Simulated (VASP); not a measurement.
A run of VASP 6.6.1 is set up as follows.

File INCAR:

```
SYSTEM = MoP
PREC = Accurate
ENCUT = 600
EDIFF = 1E-7
ISMEAR = -1
SIGMA = 0.05
LREAL = .FALSE.
LASPH = .TRUE.
NELM = 60
ALGO = Fast
ISIF = 3
LWAVE = .FALSE.
LCHARG = .FALSE.
GGA = PS
IBRION = 2
NSW = 40
EDIFFG = -0.01
PSTRESS = 0
```

The input KPOINTS:

```
Automatic mesh
0
G
  10 10 8
  0 0 0
```

Contents of POSCAR:

```
MoP
1.0
    3.2230000000      0.0000000000      0.0000000000
   -1.6115000000      2.7911998764      0.0000000000
    0.0000000000      0.0000000000      3.1910000000
Mo P
1 1
Direct
    0.0000000000      0.0000000000      0.0000000000
    0.3333333333      0.6666666667      0.5000000000
```

Potentials or basis: VASP PAW PBE potentials, release 64 (Mo_sv, P).

The run is started by

```sh
$ cat potpaw_PBE.64/Mo_sv/POTCAR potpaw_PBE.64/P/POTCAR > POTCAR
$ mpirun -np 1 vasp_std > vasp.out
```

(1) Estimate the relaxed cell.

(2) Estimate the space group after relaxing (to 0.05 Å).

(3) Estimate the band gap on the k mesh.

(4) What does it give for the relaxed volume?

Results:

(1) a = 3.208 Å, b = 3.208 Å, c = 3.173 Å, α = 90.00°, β = 90.00°, γ = 120.00°.

(2) P-6m2 (No. 187).

(3) none (metal or under the smearing width).

(4) 14.14 Å³/atom.

Caveat: the PAW data sets were made with another functional, which shifts forces and pressure a little.
